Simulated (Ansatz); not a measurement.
The system is TiO2.

```
Ti O
1.0
     4.59984    0.00000    0.00000
     0.00000    4.59984    0.00000
     0.00000    0.00000    2.95921
Ti O
2 4
Cartesian
  0.0000 0.0000 1.4796
  2.2999 2.2999 0.0000
  1.3998 1.3998 1.4796
  0.9001 3.6997 0.0000
  3.6997 0.9001 0.0000
  3.2000 3.2000 1.4796
```

The cell is a database's computed one.

```yaml
Program: Ansatz 0.2.0
Task: relaxation of cell and atoms
Functional: revPBE
Potentials_or_basis: Ansatz PAW
Cutoff: "420 eV (not typed: the program's choice for these potentials)"
k_mesh: 6 × 6 × 9
Occupations: fermi-dirac, width 0.05 eV
Spin: no spin polarisation
```

At the start: volume 10.44 Å³/atom.

Q: How do energy, volume and symmetry change on relaxing?

A: It ends after 8 steps and the volume is 10.84 Å³/atom (+3.9 %); space group P4_2/mnm (No. 136, to 0.05 Å).

The path:
```
step  energy change (eV)  largest force (eV/Å)  volume (Å³)
   1              0.0000                0.0182        62.61
   2             -0.0428                0.0840        64.17
   3             -0.0459                0.0574        64.83
   4             -0.0464                0.0044        64.92
   5             -0.0464                0.0043        64.93
   6             -0.0583                0.0041        64.93
   7             -0.0580                0.0002        65.04
   8             -0.0583                0.0002        65.04
```

Final structure:
```xyz
6
Lattice="4.6754 0.0000 0.0000 0.0000 4.6754 0.0000 0.0000 0.0000 2.9755" Properties=species:S:1:pos:R:3 pbc="T T T"
Ti    0.0000    0.0000    1.4877
Ti    2.3377    2.3377    0.0000
O     1.4293    1.4293    1.4877
O     0.9084    3.7670    0.0000
O     3.7670    0.9084    0.0000
O     3.2461    3.2461    1.4877
```

Caveat: the plane-wave basis is chosen anew once the cell has moved, so the energies of steps on either side of that aren't comparable; the pressure holds a Pulay correction of +0.6 GPa for the finite cutoff; the PAW data sets come from PBE, with cores solved anew for the run's functional, which leaves a small shift of forces and pressure.
